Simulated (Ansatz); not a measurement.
Profile along the Sn–O line in BaSnO3 (cubic perovskite)

BaSnO3 (cubic perovskite)

```
CELL_PARAMETERS angstrom
      4.17608     0.00000     0.00000
      0.00000     4.17608     0.00000
      0.00000     0.00000     4.17608
ATOMIC_POSITIONS crystal
  Ba 0.00000 0.00000 0.00000
  Sn 0.50000 0.50000 0.50000
  O  0.00000 0.50000 0.50000
  O  0.50000 0.50000 0.00000
  O  0.50000 0.00000 0.50000
```

Fields along a shortest Sn–O line of a {100} plane (2.09 Å), from Sn to O, interpolated on the slice's grid (step about 0.2 Å). These are PBE (plane waves to 420 eV, PAW, scalar-relativistic; Ansatz, a program for electronic structure) values and carry that method's errors. k mesh 8×8×8. Near the nuclei the fields are pseudised (PAW); where an atom keeps semicore shells as valence, they peak there. BaSnO3 was relaxed with its symmetry unable to fall.

| distance from Sn (Å) | valence electron density (e/Å³) | electron localisation function | density of the highest valence band (e/Å³) | density of the lowest conduction band (e/Å³) |
|---|---|---|---|---|
| 0.00 | 17.04 | x | 0.000 | 0.037 |
| 0.10 | 16.15 | x | 0.000 | 0.043 |
| 0.21 | 13.77 | x | 0.000 | 0.061 |
| 0.31 | 10.61 | x | 0.000 | 0.087 |
| 0.42 | 7.45 | 0.02 | 0.000 | 0.115 |
| 0.52 | 4.82 | 0.06 | 0.000 | 0.138 |
| 0.63 | 2.92 | 0.12 | 0.000 | 0.148 |
| 0.73 | 1.71 | 0.17 | 0.001 | 0.143 |
| 0.84 | 1.04 | 0.19 | 0.002 | 0.123 |
| 0.94 | 0.72 | 0.19 | 0.004 | 0.096 |
| 1.04 | 0.61 | 0.23 | 0.006 | 0.069 |
| 1.15 | 0.65 | 0.37 | 0.010 | 0.050 |
| 1.25 | 0.83 | 0.56 | 0.016 | 0.049 |
| 1.36 | 1.15 | 0.72 | 0.024 | 0.074 |
| 1.46 | 1.74 | 0.78 | 0.036 | 0.136 |
| 1.57 | 2.69 | 0.76 | 0.049 | 0.224 |
| 1.67 | 3.92 | 0.70 | 0.055 | 0.310 |
| 1.78 | 5.25 | x | 0.050 | 0.344 |
| 1.88 | 6.44 | x | 0.031 | 0.325 |
| 1.99 | 7.31 | x | 0.011 | 0.271 |
| 2.09 | 7.65 | x | 0.001 | 0.240 |

x: too close to a nucleus for the ELF to mean much. Band densities are of whole bands, smooth part only.

Density on the Sn–O line (2.09 Å) at its midpoint: 0.61 e/Å³. ELF at that point: 0.23. Element round which the density of the highest valence band (whole band, smooth part) is largest on this plane: O.
